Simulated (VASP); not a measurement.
# VASP 6.6.1 run: LiCl

INCAR

```
NSW = 0
IBRION = -1
EDIFF = 1E-7
NELM = 50
ENCUT = 520
PREC = Accurate
NBANDS = 12
SIGMA = 0.01
LCHARG = .FALSE.
LREAL = .FALSE.
ISMEAR = 0
GGA = AM
LASPH = .TRUE.
ISIF = 2
LWAVE = .FALSE.
```

KPOINTS

```
KPOINTS created by Atomic Simulation Environment
0
Gamma
8 8 8
0 0 0
```

POSCAR

```
Li Cl
 1.0000000000000000
    -0.1452419103000000    2.7140671991000000    2.7140671991000000
     2.7140671991000000   -0.1452419103000000    2.7140671991000000
     2.7140671991000000    2.7140671991000000   -0.1452419103000000
 Li  Cl
   1   1
Cartesian
 -0.0252339862859267 -0.0252339862859267 -0.0252339862859267
  1.3459571082609270  1.3459571082609270  1.3459571082609272
```

The recommended PBE PAW datasets give the neutral cell 10 valence electrons.

Command

```
mpirun -np 1 vasp_std
```

**Question.** How does this run end, and what does it give?

**Answer.** It converged. Results: gap between bands v and c on the k mesh 5.69 eV; least direct gap on the k mesh 5.69 eV; pressure -0.8 GPa. Band v is the last that the valence electrons fill when counted band by band, and c is the next.

OSZICAR

```
N       E                     dE             d eps       ncg     rms          rms(c)
DAV:   1     0.431047228797E+02    0.43105E+02   -0.37951E+03  1560   0.742E+02
DAV:   2    -0.419331871581E+01   -0.47298E+02   -0.45446E+02  1924   0.140E+02
DAV:   3    -0.730417460926E+01   -0.31109E+01   -0.31016E+01  2076   0.379E+01
DAV:   4    -0.740554432858E+01   -0.10137E+00   -0.10134E+00  2332   0.676E+00
DAV:   5    -0.740673609378E+01   -0.11918E-02   -0.11918E-02  2148   0.721E-01    0.223E+00
DAV:   6    -0.729213439668E+01    0.11460E+00   -0.27454E-01  1836   0.225E+00    0.157E+00
DAV:   7    -0.730245272630E+01   -0.10318E-01   -0.77579E-02  1924   0.137E+00    0.908E-01
DAV:   8    -0.731851284667E+01   -0.16060E-01   -0.22177E-02  1832   0.853E-01    0.195E-01
DAV:   9    -0.731868331596E+01   -0.17047E-03   -0.52240E-04  2192   0.166E-01    0.102E-01
DAV:  10    -0.731945198219E+01   -0.76867E-03   -0.13862E-03  1884   0.197E-01    0.531E-02
DAV:  11    -0.731945050155E+01    0.14806E-05   -0.36969E-05  2208   0.379E-02    0.657E-03
DAV:  12    -0.731945654605E+01   -0.60445E-05   -0.57414E-06  1916   0.152E-02    0.250E-03
DAV:  13    -0.731945845263E+01   -0.19066E-05   -0.24964E-06  1992   0.892E-03    0.195E-03
DAV:  14    -0.731945859069E+01   -0.13805E-06   -0.35598E-07  1936   0.332E-03    0.715E-04
DAV:  15    -0.731945861187E+01   -0.21184E-07   -0.12205E-08  1948   0.795E-04
   1 F= -.73194586E+01 E0= -.73194586E+01  d E =-.130957E-70
```

For comparison, a separate PBE run of the intended cell, on usual settings and not on those above, gives a gap of 5.66 eV on its mesh and a pressure of -0.8 GPa.
